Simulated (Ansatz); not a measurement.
# ZrB2 (P6/mmm) in Ansatz: settings compared

Aim: see how the results for ZrB2 move with the level of theory and the settings. Levels: LDA, BLYP. Tasks: relaxation of cell and atoms.

Program: Ansatz 0.2.0. These are calculated values, not measurements. Logs are shortened: lines on timing, memory, paths and dates and some standing lists are left out, and cuts for length are marked.

## 1. Starting point

It takes space group P6/mmm (No. 191, hexagonal). Conventional cell: a = 3.170 Å, b = 3.170 Å, c = 3.533 Å, α = 90.00°, β = 90.00°, γ = 120.00°. Around Zr (site symmetry 6/mmm) lie 12 B at 2.54 Å. Around B (site symmetry -6m2) lie 3 B at 1.83 Å.

## 2. Relaxation of cell and atoms, LDA

Input file input.yaml:

```yaml
crystal:
  lattice:
    - [3.17, 0.0, 0.0]
    - [-1.585, 2.74530053, 0.0]
    - [0.0, 0.0, 3.533]
  atoms:
    - { symbol: Zr, position: [0.0, 0.0, 0.0] }
    - { symbol: B, position: [0.6666666667, 0.3333333333, 0.5] }
    - { symbol: B, position: [0.3333333333, 0.6666666667, 0.5] }
hamiltonian:
  xc: lda
  pseudopotentials: { kind: paw }
kpoints:
  mp_grid: { grid: [10, 10, 8] }
scf:
  occupations: { method: fermi_dirac, width: 0.05 }
output:
  forces: true
  stress: true
  write_density: true
  write_potential: true
  elf: true
  volumetric_format: npy
relax:
  f_tol: 0.01
  max_steps: 40
  cell: { stress_tol: 0.05 }
```

Potentials or basis: Ansatz PAW.

On the command line:

```sh
ansatz run input.yaml --threads 2 --pin off --max-ram 5632MiB --backend cpu --events-out ev --progress --plain --runs-dir out
```

What it wrote:

```text
Warning: RAYON_NUM_THREADS=2 ignored (pool sized by the plan → 2); use --threads N
Engine: ansatz 0.2.0, x86_64-unknown-linux-gnu
Pseudopotentials: kind: paw
Pseudopotential: Zr, paw, valence charge 12, recommended cutoff 420 eV (normal), Zr.paw.azcp
Pseudopotential: B, paw, valence charge 3, recommended cutoff 420 eV (normal), B.paw.azcp
Functional definition: SPW92
  exchange = slater_x
  correlation = pw_c
Crystal: 3 atoms, lattice volume = 30.746 Å³
Basis set: ecut = 420 eV, 575 PW (Γ)
Bands: 13, of which v1, the nominal top of the filled ones, is band 9 counted from 1 (8 counted from 0)
Symmetry: 24 space group operations
Space group: P6/mmm (ITA 191), of the structure as read, at distance tolerance 3.1e-5 Å
k-points: 70 of 800
Non-local potential: Zr, projectors of the file, l = 0: 3, l = 1: 2, l = 2: 2, l = 3: 2
Non-local potential: B, projectors of the file, l = 0: 2, l = 1: 2, l = 2: 1
PAW form: soft (Blöchl's): semilocal exchange-correlation on the pseudo side does not see the compensation charge
PAW frozen core: Zr, regenerated for the run's functional, and the local potential with it (the file was generated under x = pbe(κ = 0.804, μ = 0.2195149727645171), c = pbe(β = 0.06672455060314922))
PAW frozen core: B, regenerated for the run's functional, and the local potential with it (the file was generated under x = pbe(κ = 0.804, μ = 0.2195149727645171), c = pbe(β = 0.06672455060314922))
PAW one-centre angular grid: Zr, 590 points (default); XC on 64 Gauss nodes
PAW one-centre angular grid: B, 110 points (default); XC on 64 Gauss nodes
Initial density: superposition of atomic densities (neutral atoms: chi_scale 0, normalization atom), corrected by the library's trained network
Initial wavefunctions: pseudopotential atomic-orbital guess
Functional: x = slater, c = lda
SCF iter   1: F=—  HF=-4380.242652 eV  |F-HF|=—  |Δ(HF+E_count)|=         —  Δρ=5.12e-3  dr2=5.26e-3  ethr=1.77e-3  ⟨swp⟩=4.9  Hψ=4462  notcnv=0
preconditioner: auto → none  [insulator: Δε(μ)=0.192 eV  Ē_g=8.755 eV  σ=0.050 eV  W_gap=0.64  n_scr=8 (ndim 8)  ℏωp=21.2 eV  f_vac=0.000  D(μ)=0.34/eV (n_scr^D=0)  ε∞_Penn≈6.9]
SCF iter   2: F=—  HF=-4380.241515 eV  |F-HF|=—  |Δ(HF+E_count)|=   1.14e-3  Δρ=2.39e-3  dr2=8.36e-4  ethr=2.92e-5  ⟨swp⟩=1.0  Hψ=1476  notcnv=0
SCF iter   3: F=—  HF=-4380.241392 eV  |F-HF|=—  |Δ(HF+E_count)|=   1.23e-4  Δρ=2.81e-4  dr2=9.75e-6  ethr=4.65e-6  ⟨swp⟩=2.9  Hψ=1517  notcnv=0
SCF iter   4: F=—  HF=-4380.241390 eV  |F-HF|=—  |Δ(HF+E_count)|=   1.85e-6  Δρ=5.81e-5  dr2=1.01e-6  ethr=5.42e-8  ⟨swp⟩=2.0  Hψ=1529  notcnv=0
iter 5 did not close the SCF: its close was put off for the readings that it lacked (scf_convergence_deferred on its scf_iter line)
SCF iter   5: F=-4380.241390 eV  HF=-4380.241390 eV  |F-HF|=5.87e-9  |Δ(HF+E_count)|=   3.85e-7  Δρ=6.47e-6  dr2=1.06e-8  ethr=5.59e-9  ⟨swp⟩=2.1  Hψ=1519  notcnv=0
SCF iter   6: F=-4380.241390 eV  HF=-4380.241390 eV  |F-HF|=6.74e-10  |Δ(HF+E_count)|=   2.37e-9  Δρ=1.94e-6  dr2=8.42e-10  ethr=5.88e-11  ⟨swp⟩=4.9  Hψ=4902  notcnv=0
SCF 1 converged in 6 iterations: F = -4380.241390 eV  dr2 = 8.42e-10
relax step   1: F+E_penalty+E_count = -4380.24139011 eV  Δ(F+E_penalty+E_count) = +0.000e0 eV  max|allowed force component| = 4.934e-17 eV/Å  Δτ_max = 0.0000 Å  P = -8.777 GPa  Ω = 30.746 Å³  (6 SCF iters, dr2 threshold 1.00e-7 eV, accepted)
Crystal: 3 atoms, lattice volume = 29.181 Å³
Basis set: ecut = 420 eV, 563 PW (Γ)
Initial density: handed on by an earlier stage of this run
Initial wavefunctions: those handed on with the density
iter 1 solved again at ethr=1.13e-4 eV; its pass at ethr=3.10e-3 eV (dr2=2.03e-2 eV) is discarded
SCF iter   1: F=—  HF=-4380.268723 eV  |F-HF|=—  |Δ(HF+E_count)|=         —  Δρ=6.05e-3  dr2=2.00e-2  ethr=1.13e-4  ⟨swp⟩=1.0  Hψ=6382  notcnv=0
preconditioner: auto → none  [insulator: Δε(μ)=0.206 eV  Ē_g=17.118 eV  σ=0.050 eV  W_gap=0.66  n_scr=8 (ndim 8)  ℏωp=27.5 eV  f_vac=0.000  D(μ)=0.35/eV (n_scr^D=0)  ε∞_Penn≈3.6]
SCF iter   2: F=—  HF=-4380.263629 eV  |F-HF|=—  |Δ(HF+E_count)|=   5.09e-3  Δρ=2.59e-3  dr2=3.84e-3  ethr=1.11e-4  ⟨swp⟩=2.0  Hψ=1540  notcnv=0
SCF iter   3: F=—  HF=-4380.262453 eV  |F-HF|=—  |Δ(HF+E_count)|=   1.18e-3  Δρ=7.24e-4  dr2=8.93e-5  ethr=2.13e-5  ⟨swp⟩=2.0  Hψ=1398  notcnv=0
SCF iter   4: F=—  HF=-4380.262419 eV  |F-HF|=—  |Δ(HF+E_count)|=   3.41e-5  Δρ=1.14e-4  dr2=1.03e-6  ethr=4.96e-7  ⟨swp⟩=2.1  Hψ=1507  notcnv=0
SCF iter   5: F=-4380.262419 eV  HF=-4380.262419 eV  |F-HF|=8.20e-8  |Δ(HF+E_count)|=   2.45e-7  Δρ=2.23e-5  dr2=1.08e-7  ethr=1.67e-9  ⟨swp⟩=8.1  Hψ=5317  notcnv=0
SCF 2 converged in 5 iterations: F = -4380.262419 eV  dr2 = 1.08e-7
relax step   2: F+E_penalty+E_count = -4380.26241883 eV  Δ(F+E_penalty+E_count) = -2.103e-2 eV  max|allowed force component| = 1.604e-16 eV/Å  Δτ_max = 0.0000 Å  P = +4.279 GPa  Ω = 29.181 Å³  energy of the carried Pulay correction = +2.102e-3 eV  (5 SCF iters, dr2 threshold 3.00e-7 eV, accepted)
Crystal: 3 atoms, lattice volume = 29.658 Å³
iter 1 solved again at ethr=9.37e-6 eV; its pass at ethr=3.10e-3 eV (dr2=1.69e-3 eV) is discarded
SCF iter   1: F=—  HF=-4380.273353 eV  |F-HF|=—  |Δ(HF+E_count)|=         —  Δρ=2.02e-3  dr2=1.77e-3  ethr=9.37e-6  ⟨swp⟩=1.4  Hψ=6401  notcnv=0
preconditioner: auto → none  [insulator: Δε(μ)=0.161 eV  Ē_g=17.009 eV  σ=0.050 eV  W_gap=0.58  n_scr=8 (ndim 8)  ℏωp=27.3 eV  f_vac=0.000  D(μ)=0.32/eV (n_scr^D=0)  ε∞_Penn≈3.6]
SCF iter   2: F=—  HF=-4380.272777 eV  |F-HF|=—  |Δ(HF+E_count)|=   5.76e-4  Δρ=6.80e-4  dr2=1.04e-4  ethr=9.37e-6  ⟨swp⟩=2.5  Hψ=1287  notcnv=0
SCF iter   3: F=—  HF=-4380.272747 eV  |F-HF|=—  |Δ(HF+E_count)|=   3.05e-5  Δρ=1.65e-4  dr2=3.11e-6  ethr=5.78e-7  ⟨swp⟩=2.1  Hψ=1124  notcnv=0
iter 4 did not close the SCF: its close was put off for the readings that it lacked (scf_convergence_deferred on its scf_iter line)
[... 51 lines left out ...]
Crystal: 3 atoms, lattice volume = 29.659 Å³
iter 1 solved again at ethr=1.63e-9 eV; its pass at ethr=3.10e-3 eV (dr2=2.94e-7 eV) is discarded
SCF iter   1: F=—  HF=-4380.272143 eV  |F-HF|=—  |Δ(HF+E_count)|=         —  Δρ=2.21e-5  dr2=2.76e-7  ethr=1.63e-9  ⟨swp⟩=1.2  Hψ=5334  notcnv=0
preconditioner: auto → none  [insulator: Δε(μ)=0.199 eV  Ē_g=17.016 eV  σ=0.050 eV  W_gap=0.63  n_scr=8 (ndim 8)  ℏωp=27.3 eV  f_vac=0.000  D(μ)=0.32/eV (n_scr^D=0)  ε∞_Penn≈3.6]
SCF iter   2: F=—  HF=-4380.272143 eV  |F-HF|=—  |Δ(HF+E_count)|=   7.81e-8  Δρ=6.58e-6  dr2=2.10e-8  ethr=1.53e-9  ⟨swp⟩=2.1  Hψ=1131  notcnv=0
iter 3 did not close the SCF: its close was put off for the readings that it lacked (scf_convergence_deferred on its scf_iter line)
SCF iter   3: F=-4380.272143 eV  HF=-4380.272143 eV  |F-HF|=4.37e-11  |Δ(HF+E_count)|=   7.02e-9  Δρ=8.64e-7  dr2=1.11e-10  ethr=1.17e-10  ⟨swp⟩=2.0  Hψ=1200  notcnv=0
iter 4 did not close the SCF: its close was put off for the readings that it lacked (scf_convergence_deferred on its scf_iter line)
SCF iter   4: F=-4380.272143 eV  HF=-4380.272143 eV  |F-HF|=1.82e-12  |Δ(HF+E_count)|=  2.64e-11  Δρ=1.39e-7  dr2=2.36e-12  ethr=1.00e-12  ⟨swp⟩=2.2  Hψ=1381  notcnv=0
iter 5 did not close the SCF: its close was put off for the readings that it lacked (scf_convergence_deferred on its scf_iter line)
SCF iter   5: F=-4380.272143 eV  HF=-4380.272143 eV  |F-HF|=9.09e-13  |Δ(HF+E_count)|=  9.09e-13  Δρ=8.60e-9  dr2=9.59e-15  ethr=1.00e-12  ⟨swp⟩=1.0  Hψ=910  notcnv=0
iter 6 did not close the SCF: its close was put off for the readings that it lacked (scf_convergence_deferred on its scf_iter line)
SCF iter   6: F=-4380.272143 eV  HF=-4380.272143 eV  |F-HF|=0.00e0  |Δ(HF+E_count)|=  9.09e-13  Δρ=1.82e-9  dr2=3.70e-16  ethr=1.00e-12  ⟨swp⟩=1.0  Hψ=910  notcnv=0
SCF iter   7: F=-4380.272143 eV  HF=-4380.272143 eV  |F-HF|=1.82e-12  |Δ(HF+E_count)|=  1.82e-12  Δρ=2.18e-10  dr2=1.73e-17  ethr=1.00e-12  ⟨swp⟩=2.0  Hψ=2662  notcnv=0
SCF 7 converged in 7 iterations: F = -4380.272143 eV  dr2 = 1.73e-17
relax step   7: F+E_penalty+E_count = -4380.27214284 eV  Δ(F+E_penalty+E_count) = -8.067e-6 eV  max|allowed force component| = 4.626e-16 eV/Å  Δτ_max = 0.0000 Å  P = +0.000 GPa  Ω = 29.659 Å³  energy of the carried Pulay correction = +7.319e-6 eV  (7 SCF iters, accepted)
iter 1 solved again at ethr=6.51e-8 eV; its pass at ethr=3.10e-3 eV (dr2=1.17e-5 eV) is discarded
SCF iter   1: F=—  HF=-4380.272136 eV  |F-HF|=—  |Δ(HF+E_count)|=         —  Δρ=1.01e-6  dr2=1.14e-10  ethr=6.51e-8  ⟨swp⟩=3.0  Hψ=7075  notcnv=0
eigensolver tolerance schedule: the retry pair's looser diagonalisation over-reported the residual by 102391.13 of it (diagonalisation noise at an unbounded share of the residual, at the tolerance the schedule requests for it); recorded, not acted on — ethr = c·dr2/N_el stays at c = 1.0e-1
SCF iter   2: F=—  HF=-4380.272135 eV  |F-HF|=—  |Δ(HF+E_count)|=   1.10e-6  Δρ=6.36e-7  dr2=6.14e-11  ethr=1.00e-12  ⟨swp⟩=3.0  Hψ=2107  notcnv=0
iter 3 did not close the SCF: its close was put off for the readings that it lacked (scf_convergence_deferred on its scf_iter line)
SCF iter   3: F=-4380.272135 eV  HF=-4380.272135 eV  |F-HF|=4.55e-12  |Δ(HF+E_count)|=  1.46e-11  Δρ=4.18e-7  dr2=1.82e-11  ethr=1.00e-12  ⟨swp⟩=1.0  Hψ=910  notcnv=0
iter 4 did not close the SCF: its close was put off for the readings that it lacked (scf_convergence_deferred on its scf_iter line)
SCF iter   4: F=-4380.272135 eV  HF=-4380.272135 eV  |F-HF|=6.37e-12  |Δ(HF+E_count)|=  4.55e-12  Δρ=1.49e-7  dr2=4.34e-12  ethr=1.00e-12  ⟨swp⟩=1.7  Hψ=1320  notcnv=0
iter 5 did not close the SCF: its close was put off for the readings that it lacked (scf_convergence_deferred on its scf_iter line)
SCF iter   5: F=-4380.272135 eV  HF=-4380.272135 eV  |F-HF|=0.00e0  |Δ(HF+E_count)|=  2.73e-12  Δρ=8.13e-8  dr2=1.16e-12  ethr=1.00e-12  ⟨swp⟩=1.0  Hψ=910  notcnv=0
iter 6 did not close the SCF: its close was put off for the readings that it lacked (scf_convergence_deferred on its scf_iter line)
SCF iter   6: F=-4380.272135 eV  HF=-4380.272135 eV  |F-HF|=0.00e0  |Δ(HF+E_count)|=    0.00e0  Δρ=4.15e-8  dr2=2.86e-13  ethr=1.00e-12  ⟨swp⟩=1.0  Hψ=910  notcnv=0
SCF iter   7: F=-4380.272135 eV  HF=-4380.272135 eV  |F-HF|=0.00e0  |Δ(HF+E_count)|=  1.82e-12  Δρ=1.70e-8  dr2=4.37e-14  ethr=1.00e-12  ⟨swp⟩=2.9  Hψ=2900  notcnv=0
SCF 8 converged in 7 iterations: F = -4380.272135 eV  dr2 = 4.37e-14
relax step   8: F+E_penalty+E_count = -4380.27213480 eV  Δ(F+E_penalty+E_count) = +8.045e-6 eV  max|allowed force component| = 5.058e-16 eV/Å  Δτ_max = 0.0000 Å  P = -0.000 GPa  Ω = 29.659 Å³  stress off target by 1.96e-4 GPa  SCF on the basis re-selected at this cell (its energy is not comparable with the rows above)  (7 SCF iters)
basis re-selected at this cell: Δ(F+E_penalty+E_count) = +8.045e-6 eV, ΔP = -0.000 GPa vs the last step (what re-selecting the basis moved, of the pressure what is left beyond the Pulay correction that the steps carried, after the strain that the cell walked since its last selection, with what the two solves' SCF thresholds leave and, on support functions, any second-order correction that the steps lacked; it is no measure of the basis error at this ecutwfc). This SCF's stress stands 1.96e-4 GPa from its target on what of the cell is left free (relax.cell.stress_tol is 5.00e-2 GPa) and its largest allowed force component is 5.06e-16 eV/Å (relax.f_tol is 1.00e-2 eV/Å): within both
SCF converged after 7 iterations
Free energy (F): -4380.272135 eV
Harris-Foulkes:  -4380.272135 eV  (|F-HF|=0.00e0)
Internal energy: -4380.269415 eV  (E = F + TS)
E sigma→0 (E₀):  -4380.270775 eV
Entropy (-TS):   -0.002720 eV (-0.907 meV/atom)
Fermi energy:    16.019392 eV
--- Per-component energies (eV) ---
  E_band       = -17.876438
  E_kinetic    = 439.260398
  E_local      = -544.946272  (includes V_loc(G=0)·N_el)
  E_nonlocal   = 106.114464
  E_hartree    = 171.808331
  E_xc         = -228.658751
  E_vxc        = -272.254767  (∫ρ·V_xc dr)
  E_paw        = -2994.260334  (= ΣΔE_a)
  E_vpaw       = -89.666934  (= ΣTr[D̂ρ^β])
  E_aug_tail   = 0.000016  (compensation charges beyond the density's cutoff)
  E_ewald      = -1330.049337
  E_core_change = 0.462069  (= ΣΔE_core)
  E_smearing   = -0.002720  (= −TS)
  E_closure    = 0.000000  (closes the sum)
  Σ components = -4380.272135   (vs F -4380.272135, Δ=0.00e0)
--- Forces (eV/Å), atoms counted from 1 ---
  atom   1  Zr    -0.00000000     0.00000000     0.00000000
  atom   2  B     -0.00000000     0.00000000     0.00000000
  atom   3  B     -0.00000000    -0.00000000     0.00000000
  max |Σ_I F_I| component: 1.11e-16 eV/Å
--- Stress (GPa, compression-positive) ---
       -0.000196       0.000000       0.000000
       -0.000000      -0.000196       0.000000
        0.000000       0.000000       0.000172
  P = ⅓ Tr σ = -0.0001 GPa (-0.001 kbar)
--- Band table (eV; the first three rows and the last of 70) ---
  k-point 0: bands = ["-32.2598", "-10.5213", "-9.9050", "-9.9050", "3.3844", "13.4317", "13.4317", "13.4458", "13.8386", "19.6605", "19.6605", "20.4424", "20.4424"]
  k-point 1: bands = ["-32.2564", "-10.5856", "-9.9006", "-9.9006", "3.6311", "12.2970", "13.5827", "13.5827", "14.9222", "18.6451", "18.6451", "19.9586", "19.9586"]
  k-point 2: bands = ["-32.2482", "-10.7368", "-9.8900", "-9.8900", "4.2941", "10.9245", "14.0225", "14.0225", "16.1941", "17.4699", "17.4699", "18.8333", "18.8333"]
  k-point 69: bands = ["-32.0860", "-10.6773", "-10.6291", "-10.4816", "6.9080", "7.8609", "11.2280", "13.3653", "13.4694", "20.2938", "22.1911", "22.4719", "22.7076"]
--- Relaxed structure (6 steps of the walk, 6 accepted, 2 SCFs on fresh bases) ---
  F+E_penalty+E_count = -4380.27213480 eV   max|allowed force component| = 5.058e-16 eV/Å   (the final SCF, on the basis selected at the relaxed cell)
  cell:  # Å, volume = 29.6588 Å³
    - [3.131631775635001, 0.0, 0.0]
    - [-1.5658158878175006, 2.7120726729984805, 0.0]
    - [0.0, 0.0, 3.492059425969104]
  atoms:
    - { symbol: Zr, position: [-9.878727613121823e-35, 1.1692283615474837e-35, 0.0] }
    - { symbol: B, position: [0.6666666666666666, 0.3333333333333333, 0.4999999999999999] }
    - { symbol: B, position: [0.3333333333333333, 0.6666666666666666, 0.4999999999999999] }
```

It took 32 s on 2 threads of Intel Xeon at 2.50GHz (Skylake/Cascade Lake), shared host; peak memory 0.36 GiB.

Results:

| Quantity | Value |
| --- | --- |
| Free energy | -4380.2721 eV |
| Relaxed volume | 9.89 Å³/atom |
| Relaxed cell | a = 3.132 Å, b = 3.132 Å, c = 3.492 Å, α = 90.00°, β = 90.00°, γ = 120.00° |
| Space group after relaxing (to 0.05 Å) | P6/mmm (No. 191) |
| Energy gained by relaxing | 10.2 meV/atom |
| Ionic steps | 8 |
| Pressure after relaxing | 0.0 GPa |
| Band gap on the k mesh | none (metal or under the smearing width) |

The path:
```
step  energy change (eV)  largest force (eV/Å)  volume (Å³)
   1              0.0000                0.0000        30.75
   2             -0.0210                0.0000        29.18
   3             -0.0314                0.0000        29.66
   4             -0.0319                0.0000        29.68
   5             -0.0320                0.0000        29.66
   6             -0.0307                0.0000        29.66
   7             -0.0308                0.0000        29.66
   8             -0.0307                0.0000        29.66
```

Final structure:
```
Zr B
1.0
     3.13163    0.00000    0.00000
    -1.56582    2.71207    0.00000
     0.00000    0.00000    3.49206
Zr B
1 2
Direct
  0.00000 0.00000 0.00000
  0.66667 0.33333 0.50000
  0.33333 0.66667 0.50000
```

Levels at points of the mesh, in eV from the Fermi level:
| k point | band 6 | band 7 | band 8 | band 9 | band 10 | band 11 | band 12 | band 13 |
| --- | --- | --- | --- | --- | --- | --- | --- | --- |
| (0.00, 0.00, 0.00) | -2.59 | -2.59 | -2.57 | -2.18 | 3.64 | 3.64 | 4.42 | 4.42 |
| (0.00, 0.00, -0.50) | -6.92 | -0.86 | -0.86 | 0.44 | 0.44 | 0.89 | 0.89 | 1.97 |
| (0.00, -0.50, 0.00) | -8.24 | -3.91 | -2.96 | -2.68 | 2.42 | 2.49 | 5.25 | 5.36 |
| (0.00, -0.50, -0.50) | -6.81 | -4.61 | -4.14 | -1.76 | 3.99 | 4.48 | 5.65 | 6.68 |

Caveat: the plane-wave basis is chosen anew once the cell has moved, so the energies of steps on either side of that aren't comparable; the PAW data sets come from PBE, with cores solved anew for the run's functional, which leaves a small shift of forces and pressure. LDA usually gives volumes a few per cent too small.

## 3. Relaxation of cell and atoms, BLYP

input.yaml: that of step 2 with these lines changed.

```diff
@@ -10,3 +10,3 @@
 hamiltonian:
-  xc: lda
+  xc: blyp
   pseudopotentials: { kind: paw }
@@ -19,6 +19,2 @@
   stress: true
-  write_density: true
-  write_potential: true
-  elf: true
-  volumetric_format: npy
 relax:
```

Potentials or basis: Ansatz PAW.

On the command line:

```sh
ansatz run input.yaml --threads 2 --pin off --max-ram 5632MiB --backend cpu --events-out ev --progress --plain --runs-dir out
```

It took 19 s on 2 threads of Intel Xeon at 2.50GHz (Skylake/Cascade Lake), shared host; peak memory 0.36 GiB.

Results (log left out):

```yaml
Free_energy: -4511.7448 eV
Relaxed_volume: 10.58 Å³/atom
Relaxed_cell: a = 3.184 Å, b = 3.184 Å, c = 3.616 Å, α = 90.00°, β = 90.00°, γ = 120.00°
Space_group_after_relaxing_to_0.05_Å: P6/mmm (No. 191)
Energy_gained_by_relaxing: 9.5 meV/atom
Ionic_steps: 7
Pressure_after_relaxing: 0.0 GPa
```

Step by step:
| step | energy change (eV) | largest force (eV/Å) | volume (Å³) |
| --- | --- | --- | --- |
| 1 | 0.0000 | 0.0000 | 30.75 |
| 2 | -0.0109 | 0.0000 | 32.35 |
| 3 | -0.0265 | 0.0000 | 31.83 |
| 4 | -0.0268 | 0.0000 | 31.74 |
| 5 | -0.0284 | 0.0000 | 31.74 |
| 6 | -0.0284 | 0.0000 | 31.75 |
| 7 | -0.0284 | 0.0000 | 31.75 |

Final structure:
```xyz
3
Lattice="3.1844 0.0000 0.0000 -1.5922 2.7578 0.0000 0.0000 0.0000 3.6156" Properties=species:S:1:pos:R:3 pbc="T T T"
Zr    0.0000    0.0000    0.0000
B     1.5922    0.9193    1.8078
B     0.0000    1.8385    1.8078
```

Caveat: the plane-wave basis is chosen anew once the cell has moved, so the energies of steps on either side of that aren't comparable; the PAW data sets come from PBE, with cores solved anew for the run's functional, which leaves a small shift of forces and pressure. BLYP gives volumes clearly too large for solids.
